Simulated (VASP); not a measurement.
# InP (F-43m) in VASP: notebook

The runs below take InP through single point, with r2SCAN.

Program: VASP 6.6.1. These are calculated values, not measurements. Logs are shortened: lines on timing, memory, paths and dates and some standing lists are left out, and cuts for length are marked.

**The experiment to reproduce.**

A printed reference work, data compilation reports, for a bulk crystal of InP at 1.6 K: band gap 1.4236 eV (direct).

How close the calculation comes is told below.

**1. The cell of the first run**

Symmetry: F-43m, No. 216, cubic system. Conventional cell: a = 5.907 Å, b = 5.907 Å, c = 5.907 Å, α = 90.00°, β = 90.00°, γ = 90.00°. Within 3.4 Å of In (site symmetry -43m) lie 4 P at 2.56 Å. P (site symmetry -43m) has 4 In at 2.56 Å within 3.4 Å.

**2. Single point, r2SCAN**

Input file POSCAR:

```
InP
1.0
    0.0000000000      2.9535689137      2.9535689137
    2.9535689137      0.0000000000      2.9535689137
    2.9535689137      2.9535689137      0.0000000000
In P
1 1
Direct
    0.0000000000      0.0000000000      0.0000000000
    0.2500000000      0.2500000000      0.2500000000
```

Input file INCAR.step1:

```
SYSTEM = InP
ALGO = Normal ; EDIFF = 1E-4
ENCUT = 520 ; GGA = PE
ISMEAR = 0 ; LASPH = .TRUE.
LCHARG = .FALSE. ; LREAL = .FALSE.
LWAVE = .TRUE. ; NBANDS = 16
NELM = 80 ; PREC = Accurate
SIGMA = 0.02
```

Input file INCAR.step2:

```
SYSTEM = InP
ALGO = Normal ; EDIFF = 1E-6
ENCUT = 520 ; ISIF = 2
ISMEAR = 0 ; ISTART = 1
LASPH = .TRUE. ; LCHARG = .FALSE.
LMIXTAU = .TRUE. ; LREAL = .FALSE.
LWAVE = .FALSE. ; METAGGA = R2SCAN
NBANDS = 16 ; NELM = 80
PREC = Accurate ; SIGMA = 0.02
```

Input file KPOINTS:

```
k-points
0
G
  8 8 8
  0 0 0
```

Potentials or basis: VASP PAW PBE potentials, release 64 (In_d, P).

On the command line:

```sh
> cat potpaw_PBE.64/In_d/POTCAR potpaw_PBE.64/P/POTCAR > POTCAR
> cp INCAR.step1 INCAR
> mpirun -np 1 vasp_std > vasp.out
> cp INCAR.step2 INCAR
> mpirun -np 1 vasp_std > vasp.out
```

OUTCAR:

```text
SYSTEM = InP
   EDIFF = 1E-6
   ENCUT = 520
   ISIF = 2
   ISMEAR = 0
   ISTART = 1
   LASPH = .TRUE.
   LREAL = .FALSE.
   METAGGA = R2SCAN
   NELM = 80
   PREC = Accurate

 ion  position               nearest neighbor table
   1  0.000  0.000  0.000-   2 2.56   2 2.56   2 2.56   2 2.56
   2  0.250  0.250  0.250-   1 2.56   1 2.56   1 2.56   1 2.56

  LATTYP: Found a face centered cubic cell.
 ALAT       =     5.9071378274

  Lattice vectors:

 A1 = (   0.0000000000,   2.9535689137,   2.9535689137)
 A2 = (   2.9535689137,   0.0000000000,   2.9535689137)
 A3 = (   2.9535689137,   2.9535689137,   0.0000000000)

Analysis of symmetry for initial positions (statically):
=====================================================================
 Subroutine PRICEL returns:
 Original cell was already a primitive cell.

 Routine SETGRP: Setting up the symmetry group for a
 face centered cubic supercell.

 Subroutine GETGRP returns: Found 24 space group operations
 (whereof 24 operations were pure point group operations)
 out of a pool of 48 trial point group operations.

The static configuration has the point symmetry T_d .

Analysis of symmetry for dynamics (positions and initial velocities):
=====================================================================
 Subroutine PRICEL returns:
 Original cell was already a primitive cell.

 Routine SETGRP: Setting up the symmetry group for a
 face centered cubic supercell.

 Subroutine GETGRP returns: Found 24 space group operations
 (whereof 24 operations were pure point group operations)
 out of a pool of 48 trial point group operations.

The dynamic configuration has the point symmetry T_d .

 Subroutine INISYM returns: Found 24 space group operations
 (whereof 24 operations are pure point group operations),
 and found     1 'primitive' translations

----------------------------------------------------------------------------------------

                                     Primitive cell

  volume of cell :      51.5313

  direct lattice vectors                    reciprocal lattice vectors
     0.000000000  2.953568914  2.953568914    -0.169286722  0.169286722  0.169286722
     2.953568914  0.000000000  2.953568914     0.169286722 -0.169286722  0.169286722
     2.953568914  2.953568914  0.000000000     0.169286722  0.169286722 -0.169286722

  length of vectors
     4.176977215  4.176977215  4.176977215     0.293213204  0.293213204  0.293213204

  position of ions in fractional coordinates (direct lattice)
     0.000000000  0.000000000  0.000000000
     0.250000000  0.250000000  0.250000000

  ion indices of the primitive-cell ions
   primitive index   ion index
                 1           1
                 2           2

----------------------------------------------------------------------------------------

 KPOINTS: k-points

Automatic generation of k-mesh.
 Grid dimensions read from file:
 generate k-points for:    8    8    8

 Generating k-lattice:

  Cartesian coordinates                     Fractional coordinates (reciprocal lattice)
    -0.021160840  0.021160840  0.021160840     0.125000000  0.000000000  0.000000000
     0.021160840 -0.021160840  0.021160840     0.000000000  0.125000000  0.000000000
     0.021160840  0.021160840 -0.021160840     0.000000000  0.000000000  0.125000000

  Length of vectors
     0.036651650  0.036651650  0.036651650

  Shift w.r.t. Gamma in fractional coordinates (k-lattice)
     0.000000000  0.000000000  0.000000000

 Subroutine IBZKPT returns following result:
 ===========================================

 Found     29 irreducible k-points:

 Following reciprocal coordinates:
            Coordinates               Weight
  0.000000  0.000000  0.000000      1.000000
  0.125000  0.000000  0.000000      8.000000
  0.250000  0.000000  0.000000      8.000000
  0.375000  0.000000  0.000000      8.000000
  0.500000  0.000000  0.000000      4.000000
  0.125000  0.125000  0.000000      6.000000
[... 16 lines left out ...]
  0.500000  0.250000  0.125000     48.000000
 -0.375000  0.250000  0.125000     24.000000
 [... further k-points ...]
   k-points           NKPTS =     29   k-points in BZ     NKDIM =     29   number of bands    NBANDS=     16
   number of dos      NEDOS =    301   number of ions     NIONS =      2
   total plane-waves  NPLWV =  32768
   dimension x,y,z NGX =    32 NGY =   32 NGZ =   32
   dimension x,y,z NGXF=    64 NGYF=   64 NGZF=   64
   ions per type =               1   1
   NGX,Y,Z   is equivalent  to a cutoff of  12.74, 12.74, 12.74 a.u.
   NGXF,Y,Z  is equivalent  to a cutoff of  25.47, 25.47, 25.47 a.u.
 SYSTEM =  InP
   PREC   = accura    normal or accurate (medium, high low for compatibility)
   ISTART =      1    job   : 0-new  1-cont  2-samecut
   ICHARG =      0    charge: 1-file 2-atom 10-const
   ISPIN  =      1    spin polarized calculation?
   LNONCOLLINEAR =      F non collinear calculations
   LSORBIT =      F    spin-orbit coupling
   LASPH  =      T    aspherical Exc in radial PAW
   ENCUT  =  520.0 eV  38.22 Ry    6.18 a.u.   7.77  7.77  7.77*2*pi/ulx,y,z
   NELM   =     80;   NELMIN=  2; NELMDL=  0     # of ELM steps
   EDIFF  = 0.1E-05   stopping-criterion for ELM
   LREAL  =      F    real-space projection
   EDIFFG = 0.1E-04   stopping-criterion for IOM
   NSW    =      0    number of steps for IOM
   IBRION =     -1    ionic relax: 0-MD 1-quasi-New 2-CG
   NFREE  =      0    steps in history (QN), initial steepest desc. (CG)
   ISIF   =      2    stress and relaxation
   ISYM   =      2    0-nonsym 1-usesym 2-fastsym
   POTIM  = 0.5000    time-step for ionic-motion
   TEBEG  =    0.0;   TEEND  =   0.0 temperature during run
   PSTRESS=    0.0 pullay stress
   NELECT =      18.0000    total number of electrons
   NUPDOWN=      -1.0000    fix difference up-down
   EMIN   =  10.00;   EMAX   =-10.00  energy-range for DOS
   EFERMI =   0.00;   METHOD = LEGACY
   ISMEAR =     0;   SIGMA  =   0.02  broadening in eV -4-tet -1-fermi 0-gaus
   EFERMI_NEDOS =   21; number of points for ismear=-14 and -15
   IALGO  =     38    algorithm
   IMIX   =      4    mixing-type and parameters
     AMIX     =   0.40;   BMIX     =  1.00
     AMIX_MAG =   1.60;   BMIX_MAG =  1.00
  volume/ion in A,a.u.               =      25.77       173.88
  Fermi-wavevector in a.u.,A,eV,Ry     =   1.152945  2.178750 18.085979  1.329282
  Thomas-Fermi vector in A             =   2.289592
   LORBIT       =      0    0 simple, 1 ext, 2 COOP (PROOUT), +10 PAW based schemes
   METAGGA = R2SCAN    functional components
   LHFCALC =     F    Hartree Fock is set to
   AEXX    =    0.0000 exact exchange contribution
   IVDW    =     0    specifies the selected vdW correction
   LEPSILON=     F    determine dielectric tensor
   LRPA    =     F    only Hartree local field effects (RPA)
 non-spin polarized calculation
 Gauss-broadening in eV      SIGMA  =   0.02
  energy-cutoff  :      520.00
  volume of cell :       51.53
 maximum number of plane-waves:      1411
   NGX = 15   NGY = 15   NGZ = 15

 number of electron      18.0000009 magnetization

 Free energy of the ion-electron system (eV)
  ---------------------------------------------------
  ext. energy  EPLUGINS =         0.00000000
  ---------------------------------------------------
  free energy    TOTEN  =       -32.29735241 eV

  energy without entropy =      -32.29735241  energy(sigma->0) =      -32.29735241

 E-fermi :   4.8514     XC(G=0):  -9.7716

 val. band max:        4.7562726757   @ k =   0.0000   0.0000   0.0000
 cond. band min:       5.7876254529   @ k =   0.0000   0.0000   0.0000
 fundamental gap:      1.0313527771
 Fermi energy:         4.8513970459

 k-point     1 :       0.0000    0.0000    0.0000
  band No.  band energies     occupation
      1      -9.8558      2.00000
      2      -9.8558      2.00000
      3      -9.8558      2.00000
      4      -9.6891      2.00000
      5      -9.6891      2.00000
      6      -7.0804      2.00000
[... 8 lines left out ...]
     15      14.6410      0.00000
     16      14.6410      0.00000

 k-point     2 :       0.1250    0.0000    0.0000
  band No.  band energies     occupation
      1      -9.8755      2.00000
      2      -9.8483      2.00000
      3      -9.8483      2.00000
      4      -9.6889      2.00000
      5      -9.6889      2.00000
      6      -6.8988      2.00000
[... 8 lines left out ...]
     15      13.9991      0.00000
     16      14.5561      0.00000

 k-point     3 :       0.2500    0.0000    0.0000
  band No.  band energies     occupation
      1      -9.9202      2.00000
      2      -9.8320      2.00000
      3      -9.8320      2.00000
      4      -9.6865      2.00000
      5      -9.6865      2.00000
      6      -6.3944      2.00000
[... 8 lines left out ...]
     15      13.7801      0.00000
     16      14.3432      0.00000

 k-point     4 :       0.3750    0.0000    0.0000
  band No.  band energies     occupation
      1      -9.9619      2.00000
      2      -9.8192      2.00000
      3      -9.8192      2.00000
      4      -9.6805      2.00000
      5      -9.6805      2.00000
      6      -5.7273      2.00000
[... 8 lines left out ...]
     15      14.7555      0.00000
     16      14.7555      0.00000
[... 324 lines left out ...]
 k-point    22 :       0.3750    0.2500    0.1250
  band No.  band energies     occupation
      1      -9.9598      2.00000
      2      -9.8125      2.00000
      3      -9.8062      2.00000
      4      -9.7035      2.00000
      5      -9.6742      2.00000
      6      -5.9770      2.00000
[... 8 lines left out ...]
     15      15.4474      0.00000
     16      16.9148      0.00000

 k-point    23 :       0.5000    0.2500    0.1250
  band No.  band energies     occupation
      1      -9.9851      2.00000
      2      -9.8057      2.00000
      3      -9.7915      2.00000
      4      -9.7000      2.00000
      5      -9.6740      2.00000
      6      -5.3692      2.00000
[... 8 lines left out ...]
     15      16.1229      0.00000
     16      16.6960      0.00000

 k-point    24 :      -0.3750    0.2500    0.1250
  band No.  band energies     occupation
      1      -9.9944      2.00000
      2      -9.8045      2.00000
      3      -9.7861      2.00000
      4      -9.6946      2.00000
      5      -9.6765      2.00000
      6      -5.0368      2.00000
[... 8 lines left out ...]
     15      15.9811      0.00000
     16      16.6369      0.00000

 [... further k-points ...]
[... 5 lines left out ...]
  --------------------------------------------------------------------------------------
  -------------------------------------------------------------------------------------
  Total       -0.0356025     -0.0356025     -0.0356025      0.0000000      0.0000000      0.0000000
  in kB       -1.1069297     -1.1069297     -1.1069297      0.0000000      0.0000000      0.0000000
  external PRESSURE =      -1.1069297 kB  Pullay stress =       0.0000000 kB

 VOLUME and BASIS-vectors are now :
 -----------------------------------------------------------------------------
  energy-cutoff  :      520.00
  volume of cell :       51.53
      direct lattice vectors                 reciprocal lattice vectors
     0.000000000  2.953568914  2.953568914    -0.169286722  0.169286722  0.169286722
     2.953568914  0.000000000  2.953568914     0.169286722 -0.169286722  0.169286722
     2.953568914  2.953568914  0.000000000     0.169286722  0.169286722 -0.169286722

 POSITION                                       TOTAL-FORCE (eV/Angst)
 -----------------------------------------------------------------------------------
      0.00000      0.00000      0.00000        -0.000000      0.000000     -0.000000
      1.47678      1.47678      1.47678         0.000000     -0.000000      0.000000
 -----------------------------------------------------------------------------------
    total drift:                               -0.000002     -0.000002     -0.000002

  FREE ENERGIE OF THE ION-ELECTRON SYSTEM (eV)
  ---------------------------------------------------
  free  energy   TOTEN  =       -32.2973524097 eV

  energy  without entropy=      -32.2973524097  energy(sigma->0) =      -32.29735241
```

Wall time 28 s (1 thread of Intel Xeon 6975P-C (Granite Rapids), shared host); peak memory 0.19 GiB.

What came out:

```
Free energy            : -32.2974 eV
Pressure               : -0.1 GPa
Band gap on the k mesh : 1.03 eV, direct
```

Caveat: the PAW data sets were made with another functional, which shifts forces and pressure a little; spin-orbit coupling is left out, which moves the levels of the heavy elements.

**3. Single point, r2SCAN**

POSCAR is that of step 2.

Input file INCAR.step1:

```
PREC = Accurate
ENCUT = 520
ISMEAR = 0
SIGMA = 0.02
LREAL = F
LASPH = T
NELM = 60
NBANDS = 16
GGA = PE
ALGO = Normal
EDIFF = 1E-4
LWAVE = T
LCHARG = F
```

Input file INCAR.step2:

```
PREC = Accurate
ENCUT = 520
EDIFF = 1E-7
ISMEAR = 0
SIGMA = 0.02
LREAL = F
LASPH = T
NELM = 60
ALGO = Normal
ISIF = 2
LWAVE = F
LCHARG = F
METAGGA = R2SCAN
LMIXTAU = T
NBANDS = 16
ISTART = 1
```

Input file KPOINTS:

```
Automatic mesh
0
Gamma
  8 8 8
```

Potentials or basis: VASP PAW PBE potentials, release 64 (In_d, P).

On the command line:

```sh
> cat potpaw_PBE.64/In_d/POTCAR potpaw_PBE.64/P/POTCAR > POTCAR
> cp INCAR.step1 INCAR
> mpirun -np 1 vasp_std > vasp.out
> cp INCAR.step2 INCAR
> mpirun -np 1 vasp_std > vasp.out
```

Wall time 30 s (1 thread of Intel Xeon 6975P-C (Granite Rapids), shared host); peak memory 0.19 GiB.

It converged, with:

* Free energy: -32.2974 eV
* Pressure: -0.1 GPa
* Band gap on the k mesh: 1.03 eV, direct

Levels at points of the mesh, in eV from the valence-band top:
| k point | band 6 | band 7 | band 8 | band 9 | band 10 | band 11 | band 12 | band 13 |
| --- | --- | --- | --- | --- | --- | --- | --- | --- |
| (0.00, 0.00, 0.00) | -11.84 | 0.00 | 0.00 | 0.00 | 1.03 | 4.44 | 4.44 | 4.44 |
| (0.50, 0.00, 0.00) | -10.11 | -5.75 | -0.97 | -0.97 | 1.80 | 5.16 | 5.16 | 7.50 |
| (0.50, 0.50, 0.00) | -9.46 | -5.77 | -2.33 | -2.33 | 2.04 | 2.55 | 9.73 | 10.15 |

Caveat: the PAW data sets were made with another functional, which shifts forces and pressure a little; spin-orbit coupling is left out, which moves the levels of the heavy elements.

(Part 1 of 2 ends here.)
